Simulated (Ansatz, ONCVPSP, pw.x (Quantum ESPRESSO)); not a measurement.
## Mg (fcc): variants of one ONCV potential in the solid

```json
{"Element": "magnesium", "Generator": "ONCVPSP 4.0.1.1 (patched build)", "Type": "optimised norm-conserving Vanderbilt (ONCV)", "Functional": "PBE", "Relativity": "scalar-relativistic", "Frozen core": "[Ne]", "Valence charge": "2", "Reference configuration": "3s2", "Partial waves": "3s: rc 2.10 bohr, ncon 4, nbas 9, qcut 3.1 1/bohr, 1 projector; p scattering state at 0.17 Ha: rc 1.85 bohr, ncon 4, nbas 7, qcut 4.1 1/bohr, 1 projector; d scattering state at 0.36 Ha: rc 1.85 bohr, ncon 4, nbas 7, qcut 5 1/bohr, local", "Local potential": "the d channel", "Core correction": "Teter function, fcfact 5, rcfact 1.3"}
```

Crystal test: fcc Mg in pw.x 7.5, no spin, 13³ k-points, Fermi–Dirac smearing 0.01 Ry, cutoffs set for each file from its atomic test. The reference is all-electron LAPW (Ansatz 0.2.0) with the same functional, mesh and smearing; V0 and B0 come from Birch–Murnaghan fits to the pressures at five volumes. Errors are pseudo minus all-electron; Δ is the rms difference of the E(V) curves that follow from these fits, minima aligned, over ±6 % about the mean V0. Mesh and smearing are coarse, so the numbers serve the comparison and aren't converged zero-temperature values; the lattice is a test structure that the element need not adopt.

All-electron: a0 = 4.524 Å (V0 = 23.15 Å³/atom), B0 = 35.0 GPa.

Base: This is a poor potential for the solid. The generator flags a localised state at positive energy (s at 16 eV). Atomic configuration tests: 1 of 4 tests not solved or not reliable.

1 further variants are left out: they gave no file fit for a test, a broken result, the same result as the base, or pressures whose basis-set error rivals the error shown.

A dash in a converged row means that the minimum lies outside the volumes sampled.

```tsv
change	cutoffs (Ry)	pw.x	a0 (Å)	a0 error (%)	B0 error (%)	Δ (meV/atom)	mean pressure error (GPa)
base	50/200	converged	4.489	-0.79	+4.4	4.2	-0.82
p: rc 2.58	50/200	converged; energies reset by the program	4.501	-0.51	+2.6	2.7	-0.54
reference 3s1	50/200	converged	–	–	–	–	-1.87
core correction Teter function, fcfact 5, rcfact 1.26	50/200	converged	4.496	-0.63	+3.0	3.4	-0.66
core correction Teter function, fcfact 6.8, rcfact 1.3	50/200	converged	4.474	-1.11	+5.8	6.0	-1.16
```
